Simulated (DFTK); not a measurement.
# Sr (Im-3m) in DFTK: reference runs

Reference runs on Sr: the cell as given.

Program: DFTK 0.8.2. These are calculated values, not measurements. Logs are shortened: lines on timing, memory, paths and dates and some standing lists are left out, and cuts for length are marked.

**1. The crystal as given**

It takes space group Im-3m (No. 229, cubic). The conventional cell has a = 4.870 Å, b = 4.870 Å, c = 4.870 Å, α = 90.00°, β = 90.00°, γ = 90.00°. Around Sr (site symmetry m-3m) lie 8 Sr at 4.22 Å.

This isn't the form of Sr at room conditions, which is fcc.

**2. Single point, PBE**

The input, run.jl:

```julia
using DFTK
using PseudoPotentialData
using Unitful, UnitfulAtomic
using LinearAlgebra, Printf
include("save.jl")
disable_threading()

# lattice vectors are the columns
lattice = austrip(1u"Å") * [        -2.435          2.435          2.435;
                    2.435         -2.435          2.435;
                    2.435          2.435         -2.435]
symbols   = [:Sr]
positions = [[0.0, 0.0, 0.0]]
pseudopotentials = PseudoFamily("dojo.nc.sr.pbe.v0_4_1.standard.upf")
elements = Dict(s => ElementPsp(s, pseudopotentials) for s in unique(symbols))
atoms    = [elements[s] for s in symbols]

build_model(lattice, positions; symmetries=true) =
    model_DFT(lattice, atoms, positions;
              functionals=PBE(),
              temperature=austrip(0.05u"eV"),
              smearing=Smearing.FermiDirac(),
              symmetries)
Ecut  = 40.0  # hartree
kgrid = [8, 8, 8]
tol   = 1e-6
to_GPa = ustrip(uconvert(u"GPa", 1u"hartree/bohr^3"))

model = build_model(lattice, positions)
basis = PlaneWaveBasis(model; Ecut, kgrid)
display(basis)
scfres = self_consistent_field(basis;
                               tol,
                               nbandsalg=AdaptiveBands(model; n_bands_converge=10))
display(scfres.energies)
@printf "Fermi level: %.6f eV\n" ustrip(auconvert(u"eV", something(scfres.εF, NaN)))
forces = compute_forces_cart(scfres)
println("Forces (eV/Å)")
for (s, f) in zip(symbols, forces)
    @printf "%-3s %12.6f %12.6f %12.6f\n" s ustrip.(auconvert.(u"eV/Å", f))...
end
stress = compute_stresses_cart(scfres)
println("Stress (GPa)")
display(round.(stress * to_GPa; digits=4))
println("Levels at the first k-point (eV): ", round.(ustrip.(auconvert.(u"eV", scfres.eigenvalues[1][1:scfres.n_bands_converge])); digits=4))
save_scf!(scfres; forces, stress)
```

Potentials or basis: dojo.nc.sr.pbe.v0_4_1.standard.upf (PBE).

Command:

```console
$ julia --threads=1 run.jl  # save.jl only writes the numbers to a file and isn't shown; printed stress counts tension as positive; times include loading and compiling
```

Output:

```text
PlaneWaveBasis discretization:

    Ecut                 : 40.0 Ha
    fft_size             : (48, 48, 48), 110592 total points
    kgrid                : MonkhorstPack([8, 8, 8])
    num.   red. kpoints  : 512
    num. irred. kpoints  : 29

    Discretized Model(gga_x_pbe+gga_c_pbe, 3D):
        lattice (in Bohr)    : [-4.60148  , 4.60148   , 4.60148   ]
                               [4.60148   , -4.60148  , 4.60148   ]
                               [4.60148   , 4.60148   , -4.60148  ]
        unit cell volume     : 389.72 Bohr³

        atoms                : Sr
        pseudopot. family    : PseudoFamily("dojo.nc.sr.pbe.v0_4_1.standard.upf")

        num. electrons       : 10
        spin polarization    : none
        temperature          : 0.0018375 Ha
        smearing             : DFTK.Smearing.FermiDirac()

        terms                : Kinetic()
                               AtomicLocal()
                               AtomicNonlocal()
                               Ewald(nothing)
                               PspCorrection()
                               Hartree()
                               Xc(gga_x_pbe, gga_c_pbe)
                               Entropy()
n     Energy            log10(ΔE)   log10(Δρ)   Diag   Δtime
---   ---------------   ---------   ---------   ----   ------
  1   -34.22850992196                   -1.20    4.7    6.01s
  2   -34.23221696251       -2.43       -1.60    1.5    3.14s
  3   -34.23319736060       -3.01       -2.01    2.7    3.56s
  4   -34.23330957767       -3.95       -2.58    2.3    3.48s
  5   -34.23332178932       -4.91       -3.40    2.7    3.60s
  6   -34.23332195922       -6.77       -4.13    2.9    3.92s
  7   -34.23332196039       -8.93       -4.82    2.1    3.14s
  8   -34.23332196047      -10.12       -5.11    2.4    3.32s
  9   -34.23332196048      -10.89       -5.84    1.4    2.87s
 10   -34.23332196048      -11.88       -6.20    2.6    4.18s
Energy breakdown (in Ha):
    Kinetic             9.0682833
    AtomicLocal         -27.7005241
    AtomicNonlocal      5.0442949
    Ewald               -19.7720678
    PspCorrection       0.3295192
    Hartree             7.1025823
    Xc                  -8.3050584
    Entropy             -0.0003513

    total               -34.233321960484
Fermi level: 3.904461 eV
Forces (eV/Å)
Sr     -0.000000    -0.000000     0.000000
Stress (GPa)
3×3 StaticArraysCore.SMatrix{3, 3, Float64, 9} with indices SOneTo(3)×SOneTo(3):
 0.704  0.0    0.0
 0.0    0.704  0.0
 0.0    0.0    0.704
Levels at the first k-point (eV): [-32.7921, -14.6827, -14.6827, -14.6827, 0.3367, 6.2282, 6.2282, 6.2282, 7.4958, 7.4958]
```

Run time: 83 s. Hardware: 1 thread of Intel Xeon Platinum 8375C at 2.90GHz (Ice Lake), shared host; peak memory 1.7 GiB.

Results:

- Free energy: -931.5361 eV
- Pressure: -0.7 GPa
- Band gap on the k mesh: none (metal or under the smearing width)

Caveat: the cell was measured hot, at 901 K.
